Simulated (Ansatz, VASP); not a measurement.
## Two plane-wave programs on Ag

Contents of INCAR:

```
SYSTEM = Ag
ALGO = Fast
EDIFF = 1E-7
ENCUT = 520
GGA = PE
ISIF = 2
ISMEAR = 0
LASPH = .True.
LCHARG = .True.
LELF = .True.
LREAL = .False.
LVHAR = .True.
LWAVE = .False.
NBANDS = 30
NELM = 100
PREC = Accurate
SIGMA = 0.1
```

KPOINTS

```
k-points
0
Gamma
  18 18 4
  0 0 0
```

File POSCAR:

```
Ag
1.0
    2.9368175039      0.0000000000      0.0000000000
   -1.4684087519      2.5433585647      0.0000000000
    0.0000000000      0.0000000000      9.5635122329
Ag
4
Direct
    0.3333333333      0.6666666667      0.2500000000
    0.6666666667      0.3333333333      0.7500000000
    0.0000000000      0.0000000000      0.0000000000
    0.0000000000      0.0000000000      0.5000000000
```

Input for Ansatz:

```yaml
crystal:
  lattice:
    - [2.9368175039, 0.0, 0.0]
    - [-1.4684087519, 2.5433585647, 0.0]
    - [0.0, 0.0, 9.5635122329]
  atoms:
    - { symbol: Ag, position: [0.3333333333, 0.6666666667, 0.25] }
    - { symbol: Ag, position: [0.6666666667, 0.3333333333, 0.75] }
    - { symbol: Ag, position: [0.0, 0.0, 0.0] }
    - { symbol: Ag, position: [0.0, 0.0, 0.5] }
basis:
  ecutwfc: 420
kpoints:
  mp_grid: { grid: [18, 18, 4] }
  band_path:
    path:
      - [[0.0, 0.0, 0.0], [0.5, 0.0, 0.0], [0.33333333, 0.33333333, 0.0], [0.0, 0.0, 0.0], [0.0, 0.0, 0.5], [0.5, 0.0, 0.5], [0.33333333, 0.33333333, 0.5], [0.0, 0.0, 0.5]]
      - [[0.5, 0.0, 0.5], [0.5, 0.0, 0.0]]
      - [[0.33333333, 0.33333333, 0.5], [0.33333333, 0.33333333, 0.0]]
    npoints: 14
hamiltonian:
  xc: pbe
scf:
  occupations: { method: gaussian, width: 0.1 }
  n_extra_bands: 10
output:
  forces: true
  stress: true
  eigenvalues: true
  populations: true
  dos: { projected: true, de: 0.02, nscf_kmesh: { grid: [27, 27, 6] } }
  bader: true
  write_density: true
  write_potential: true
  elf: true
  volumetric_format: npy
```

This isn't the form of Ag at room conditions, which is fcc.

Alike in both runs: task single point; functional PBE; k mesh 18 × 18 × 4; occupations gaussian, width 0.1 eV; no spin polarisation.

|  | VASP | Ansatz |
| --- | --- | --- |
| version | VASP 6.6.1 | Ansatz 0.2.0 |
| potentials or method | VASP PAW PBE potentials, release 64 (Ag) | scalar-relativistic, plane waves, PAW |
| plane-wave cutoff (eV) | 520 | 420 |
| valence electrons in the cell | 44 | 76 |

```csv
,VASP,Ansatz,Ansatz less VASP
gap on the k mesh at the Fermi level (eV),none,none,-
pressure (GPa),-0.1,0.0,+0.11
```

A gap of «none» marks a metal or a gap that the smearing closes. The two sets of potentials don't hold the same shells in valence.
